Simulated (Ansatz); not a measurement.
# Si₂W under strain

Level of theory: DFT PBE, scalar-relativistic, plane waves, PAW in Ansatz. (420 eV cutoff, 12×12×6 k-mesh, Gaussian smearing of 0.10 eV, no spin polarisation)

The relaxed crystal:

```xyz
6
Lattice="3.2290 0.0000 0.0000 0.0000 3.2290 0.0000 0.0000 0.0000 7.8668" Properties=species:S:1:pos:R:3 pbc="T T T"
Si    0.0000    0.0000    2.6320
Si    1.6145    1.6145    1.3014
Si    1.6145    1.6145    6.5655
Si    0.0000    0.0000    5.2348
W     0.0000    0.0000    0.0000
W     1.6145    1.6145    3.9334
```

Deformation: biaxial strain in the a-b plane, with the length and tilt of c and the atoms relaxed, all within the symmetry that the strain leaves. Energies are extrapolated to zero smearing. On this cell's mesh the reference holds a stress of up to 0.13 GPa.

Spin–orbit coupling is left out, which can shift energies with elements as heavy as these.

```csv
strain (%),ΔE (meV/atom),a (Å),b (Å),c (Å)
-4.5,95.6,3.084,3.084,8.028
-3.0,41.0,3.132,3.132,7.966
-1.5,9.9,3.181,3.181,7.914
+0.0,0.0,3.229,3.229,7.867
+1.5,9.3,3.277,3.277,7.829
+3.0,35.8,3.326,3.326,7.795
+4.5,77.6,3.374,3.374,7.764
```

**Question.** What stiffness (1/V) d²E/dε² at zero strain does a cubic fit over all points give?

**Answer.** A cubic fit gives (1/V) d²E/dε² = 1003 GPa at zero strain (twice the biaxial modulus).

**Question.** How does the free axis c answer a small strain?

**Answer.** Between the innermost points its strain is -0.36 times the applied one.